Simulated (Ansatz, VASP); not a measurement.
Given: the input of a run of Ansatz 0.2.0 on PbS (Galena).

File input.yaml:

```yaml
crystal:
  lattice:
    - [0.0, 2.96575, 2.96575]
    - [2.96575, 0.0, 2.96575]
    - [2.96575, 2.96575, 0.0]
  atoms:
    - { symbol: Pb, position: [0.0, 0.0, 0.0] }
    - { symbol: S, position: [0.5, 0.5, 0.5] }
kpoints:
  mp_grid: { grid: [8, 8, 8] }
scf:
  occupations: { method: gaussian, width: 0.02 }
hamiltonian:
  xc: pbe
  pseudopotentials: { kind: all_electron, lapw: { basis_error: 0.001 } }
output:
  forces: true
  stress: true
  eigenvalues: true
```

Potentials or basis: all-electron LAPW, scalar-relativistic.

The run is started by

```console
$ ansatz run input.yaml --threads 1 --pin off --max-ram 3072MiB --backend cpu --events-out ev --progress --plain --runs-dir out
```

Problem. Translate it to VASP 6.6.1. Potentials there: VASP PAW PBE potentials, release 64 (Pb_d, S).

Solution. As run (the cutoff follows the program's own potentials):

The input INCAR:

```
ALGO = Normal
EDIFF = 1E-6
ENCUT = 520
GGA = PE
ISIF = 2
ISMEAR = 0
LASPH = T
LCHARG = T
LELF = T
LREAL = F
LVHAR = T
LWAVE = F
NBANDS = 17
NELM = 100
PREC = Accurate
SIGMA = 0.02
```

Contents of KPOINTS:

```
k-points
0
Gamma
  8 8 8
```

File POSCAR:

```
PbS
1.0
    0.0000000000      2.9657500000      2.9657500000
    2.9657500000      0.0000000000      2.9657500000
    2.9657500000      2.9657500000      0.0000000000
Pb S
1 1
Direct
    0.0000000000      0.0000000000      0.0000000000
    0.5000000000      0.5000000000      0.5000000000
```

Potentials or basis: VASP PAW PBE potentials, release 64 (Pb_d, S).

Run with:

```sh
$ cat potpaw_PBE.64/Pb_d/POTCAR potpaw_PBE.64/S/POTCAR > POTCAR
$ mpirun -np 1 vasp_std > vasp.out
```

Both were run:

|  | VASP | Ansatz | Ansatz less VASP |
| --- | --- | --- | --- |
| gap on the k mesh at the Fermi level (eV) | 0.36 | 0.36 | -0.008 |
| least direct gap on the mesh (eV) | 0.36 | 0.36 | -0.008 |
| pressure (GPa) | 2.1 | 2.2 | +0.10 |

Ansatz ran all-electron here, so the differences hold the error of VASP's frozen core and of both bases.

Caveats: spin-orbit coupling is left out, which as a rule narrows the gap of such compounds by several tenths of an eV.
